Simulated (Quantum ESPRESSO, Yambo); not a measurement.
An input for Yambo 5.3.0 (InP (F-43m)):

```
HF_and_locXC
gw0
dyson
ppa
em1d
rim_cut
RandQpts= 1000000
RandGvec= 1 RL
EXXRLvcs= 80 Ry
VXCRLvcs= 320 Ry
Chimod= "HARTREE"
% BndsRnXp
 1 | 136 |
%
NGsBlkXp= 13 Ry
% LongDrXp
 1 | 1 | 1 |
%
% GbndRnge
 1 | 136 |
%
DysSolver= "n"
ExtendOut
PPAPntXp= 10 eV
% QPkrange
 1 | 1 | 12 | 15 |
%
```

```sh
OMP_NUM_THREADS=1 mpirun -n 8 yambo -F gw6.in -J gw6 -C gw6 > gw6.log
```

The stored states that it reads are on a 4×4×4 mesh. The structure is cubic, space group F-43m (No. 216). The conventional cell has a = 5.869 Å, b = 5.869 Å, c = 5.869 Å, α = 90.00°, β = 90.00°, γ = 90.00°. Nearest to In lie 4 P at 2.54 Å. Nearest to P lie 4 In at 2.54 Å. Farther neighbours are not listed.

How long will it take on 8 MPI ranks of Arm Neoverse V2, shared host, and how much memory?

It took 54 s; on shared hardware allow 27 s to 1.8 min. Peak host memory was 3.1 GiB.

The screening grows as filled bands × empty bands × pairs of k points, times the square of the screening basis for the matrix.

[Paths, hosts, dates, memory and timing lines, banners, echoed tables and standing remarks are left out of the program output.]

[Logs are printed without paths, hosts, clocks, repeated set-up lines and the standing remarks that a program may print on its own settings, such as how far it seeks lower states.]

[Runs of the session that timed out or met a known fault of the program may be left out.]

[Hosts, paths, dates, database ids (printed as entryN), source tags and the programs' standing remarks are cut or masked in the printed files.]
